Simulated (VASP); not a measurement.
## VASP 6.6.1, PBE single-point calculation, NaCl (strained CsCl)

INCAR

```
IBRION = -1
EDIFF = 1E-7
LCHARG = .FALSE.
LASPH = .TRUE.
ENCUT = 520
LREAL = .FALSE.
NBANDS = 14
GGA = PE
NSW = 0
NELM = 120
SIGMA = 0.02
ISMEAR = -1
PREC = Accurate
LWAVE = .FALSE.
ISIF = 2
```

KPOINTS

```
KPOINTS created by Atomic Simulation Environment
0
Gamma
8 8 8
0 0 0
```

KPOINTS_OPT

```
special points
5
Reciprocal
0.0000000000 0.0000000000 0.0000000000 1
0.0000000000 0.5000000000 0.0000000000 1
0.5000000000 0.5000000000 0.0000000000 1
0.5000000000 0.5000000000 0.5000000000 1
0.0000000000 0.5000000000 0.5000000000 1
```

POSCAR

```
Na Cl
 1.0000000000000000
     3.5609105586999998    0.0000000000000000    0.0000000000000000
     0.0000000000000000    3.5609105586999998    0.0000000000000000
     0.0000000000000000    0.0000000000000000    3.5609105586999998
 Na  Cl
   1   1
Cartesian
  0.0000000000000000  0.0000000000000000  0.0000000000000000
  1.7804552793499999  1.7804552793499999  1.7804552793499999
```

VASP ran with the recommended PBE PAW datasets (14 valence electrons in the cell).

Command

```
mpirun -np 1 vasp_std
```

From OUTCAR

```
k-points           NKPTS =     35   k-points in BZ     NKDIM =     35   number of bands    NBANDS=     14

   NELECT =      14.0000    total number of electrons

   dimension x,y,z NGX =    28 NGY =   28 NGZ =   28
   dimension x,y,z NGXF=    56 NGYF=   56 NGZF=   56

  energy-cutoff  :      520.00
  volume of cell :       45.15
      direct lattice vectors                 reciprocal lattice vectors
     3.560910559  0.000000000  0.000000000     0.280827048  0.000000000  0.000000000
     0.000000000  3.560910559  0.000000000     0.000000000  0.280827048  0.000000000
     0.000000000  0.000000000  3.560910559     0.000000000  0.000000000  0.280827048

 k-points in reciprocal lattice and weights: KPOINTS created by Atomic Simulation Env
   0.00000000  0.00000000  0.00000000       0.002
   0.12500000  0.00000000  0.00000000       0.012
   0.25000000  0.00000000  0.00000000       0.012
   0.37500000  0.00000000  0.00000000       0.012
   0.50000000  0.00000000  0.00000000       0.006
   0.12500000  0.12500000  0.00000000       0.023
   0.25000000  0.12500000  0.00000000       0.047
   0.37500000  0.12500000  0.00000000       0.047
   ...

 E-fermi :   0.5270

 k-point     1 :       0.0000    0.0000    0.0000
  band No.  band energies     occupation
      1     -22.0409      2.00000
      2     -22.0409      2.00000
      3     -22.0409      2.00000
      4     -13.1210      2.00000
      5      -0.3600      2.00000
      6      -0.3600      2.00000
      7      -0.3600      2.00000
      8       3.9107      0.00000
      9       8.7143      0.00000
     10       8.7143      0.00000
     11      15.3147      0.00000
     12      15.3147      0.00000
     13      15.3147      0.00000
     14      15.8253      0.00000

 k-point     2 :       0.1250    0.0000    0.0000
  band No.  band energies     occupation
      1     -22.0458      2.00000
      2     -22.0405      2.00000
      3     -22.0405      2.00000
      4     -13.0781      2.00000
      5      -0.8144      2.00000
      6      -0.3295      2.00000
      7      -0.3295      2.00000
      8       4.3418      0.00000
      9       8.8807      0.00000
     10       8.9930      0.00000
     11      14.1668      0.00000
     12      14.1668      0.00000
     13      14.9310      0.00000
     14      15.9407      0.00000

 k-point     3 :       0.2500    0.0000    0.0000
  band No.  band energies     occupation
      1     -22.0575      2.00000
      2     -22.0394      2.00000
      3     -22.0394      2.00000
      4     -12.9710      2.00000
      5      -1.6799      2.00000
      6      -0.2538      2.00000
      7      -0.2538      2.00000
      8       5.2344      0.00000
      9       9.3209      0.00000
     10       9.3667      0.00000
     11      12.9360      0.00000
     12      12.9360      0.00000
     13      14.8521      0.00000
     14      15.5471      0.00000

 k-point     4 :       0.3750    0.0000    0.0000
  band No.  band energies     occupation
      1     -22.0692      2.00000
      2     -22.0384      2.00000
      3     -22.0384      2.00000
      4     -12.8586      2.00000
      5      -2.3766      2.00000
      6      -0.1753      2.00000
      7      -0.1753      2.00000
      8       6.2183      0.00000
      9       8.8824      0.00000
     10      10.0964      0.00000
     11      12.1002      0.00000
     12      12.1002      0.00000
     13      13.7867      0.00000
     14      16.3012      0.00000

 k-point     5 :       0.5000    0.0000    0.0000
  band No.  band energies     occupation
      1     -22.0740      2.00000
      2     -22.0379      2.00000
      3     -22.0379      2.00000
      4     -12.8103      2.00000
      5      -2.6358      2.00000
      6      -0.1420      2.00000
      7      -0.1420      2.00000
      8       6.8574      0.00000
      9       8.3214      0.00000
     10      10.6131      0.00000
     11      11.8058      0.00000
     12      11.8058      0.00000
     13      12.9228      0.00000
     14      16.8309      0.00000

 k-point     6 :       0.1250    0.1250    0.0000
  band No.  band energies     occupation
      1     -22.0458      2.00000
      2     -22.0448      2.00000
      3     -22.0400      2.00000
      4     -13.0365      2.00000
      5      -0.8671      2.00000
      6      -0.6633      2.00000
      7      -0.2986      2.00000
      8       4.7426      0.00000
      9       9.0617      0.00000
     10       9.2189      0.00000
     11      13.0875      0.00000
     12      13.9463      0.00000
     13      15.0559      0.00000
     14      15.4019      0.00000

 k-point     7 :       0.2500    0.1250    0.0000
  band No.  band energies     occupation
      1     -22.0568      2.00000
      2     -22.0440      2.00000
      3     -22.0390      2.00000
      4     -12.9328      2.00000
      5      -1.6252      2.00000
      6      -0.6334      2.00000
      7      -0.2223      2.00000
      8       5.5790      0.00000
      9       9.2508      0.00000
     10       9.6497      0.00000
     11      12.1514      0.00000
     12      13.0021      0.00000
     13      14.9611      0.00000
     14      15.2013      0.00000

 k-point     8 :       0.3750    0.1250    0.0000
  band No.  band energies     occupation
      1     -22.0683      2.00000
      2     -22.0428      2.00000
      3     -22.0380      2.00000
      4     -12.8240      2.00000
      5      -2.3006      2.00000
      6      -0.5269      2.00000
      7      -0.1430      2.00000
      8       6.5181      0.00000
      9       8.6525      0.00000
     10      10.2194      0.00000
     11      11.6182      0.00000
     12      12.1907      0.00000
     13      14.8833      0.00000
     14      15.2209      0.00000

 k-point     9 :       0.5000    0.1250    0.0000
  band No.  band energies     occupation
      1     -22.0730      2.00000
      2     -22.0423      2.00000
      3     -22.0376      2.00000
      4     -12.7774      2.00000
      5      -2.5538      2.00000
      6      -0.4801      2.00000
      7      -0.1092      2.00000
      8       7.2659      0.00000
      9       7.9142      0.00000
     10      10.9047      0.00000
     11      10.9652      0.00000
     12      11.8981      0.00000
     13      14.4824      0.00000
     14      15.3644      0.00000

 k-point    10 :       0.2500    0.2500    0.0000
  band No.  band energies     occupation
      1     -22.0561      2.00000
      2     -22.0541      2.00000
      3     -22.0380      2.00000
      4     -12.8377      2.00000
      5      -1.5911      2.00000
      6      -1.2867      2.00000
      7      -0.1440      2.00000
      8       6.2475      0.00000
      9       8.8198      0.00000
     10      10.1644      0.00000
     11      11.8058      0.00000
     12      13.0088      0.00000
     13      13.8061      0.00000
     14      15.3269      0.00000

 k-point    11 :       0.3750    0.2500    0.0000
  band No.  band energies     occupation
      1     -22.0662      2.00000
      2     -22.0533      2.00000
      3     -22.0370      2.00000
      4     -12.7382      2.00000
      5      -2.1069      2.00000
      6      -1.2467      2.00000
      7      -0.0628      2.00000
      8       6.7665      0.00000
      9       8.2942      0.00000
     10      10.4863      0.00000
     11      11.7319      0.00000
     12      12.4327      0.00000
     13      13.7719      0.00000
     14      15.6429      0.00000

 k-point    12 :       0.5000    0.2500    0.0000
  band No.  band energies     occupation
      1     -22.0707      2.00000
      2     -22.0527      2.00000
      3     -22.0366      2.00000
      4     -12.6957      2.00000
      5      -2.3419      2.00000
      6      -1.1799      2.00000
      7      -0.0283      2.00000
      8       6.9053      0.00000
      9       8.1618      0.00000
     10      10.6463      0.00000
     11      11.4758      0.00000
     12      12.1490      0.00000
     13      13.8870      0.00000
     14      16.3934      0.00000

 k-point    13 :       0.3750    0.3750    0.0000
  band No.  band energies     occupation
      1     -22.0644      2.00000
      2     -22.0634      2.00000
      3     -22.0361      2.00000
      4     -12.6488      2.00000
      5      -1.9407      2.00000
      6      -1.8062      2.00000
      7       0.0204      2.00000
      8       6.2707      0.00000
      9       8.7525      0.00000
     10      10.6873      0.00000
     11      11.6453      0.00000
     12      12.6493      0.00000
     13      12.9200      0.00000
     14      16.4128      0.00000

 ...

  Total       -0.3119269     -0.3119269     -0.3119269     -0.0000000     -0.0000000      0.0000000
  in kB      -11.0682802    -11.0682802    -11.0682802     -0.0000000     -0.0000000      0.0000000
  external PRESSURE =     -11.0682802 kB  Pullay stress =       0.0000000 kB

 POSITION                                       TOTAL-FORCE (eV/Angst)
 -----------------------------------------------------------------------------------
      0.00000      0.00000      0.00000         0.000000      0.000000      0.000000
      1.78046      1.78046      1.78046         0.000000      0.000000      0.000000
 -----------------------------------------------------------------------------------
    total drift:                               -0.000000      0.000000      0.000000

  FREE ENERGIE OF THE ION-ELECTRON SYSTEM (eV)
  ---------------------------------------------------
  free  energy   TOTEN  =        -6.4618266834 eV

  energy  without entropy=       -6.4618266834  energy(sigma->0) =       -6.46182668
```

The gap between bands v and c is 3.82 eV, the least direct gap is 4.27 eV and the pressure is -1.1 GPa.

Band v is the last that the valence electrons fill when counted band by band, and c is the next.

The run took about 22 s on one core of a shared host (Intel Xeon Platinum 8488C) and held 0.16 GiB at most.
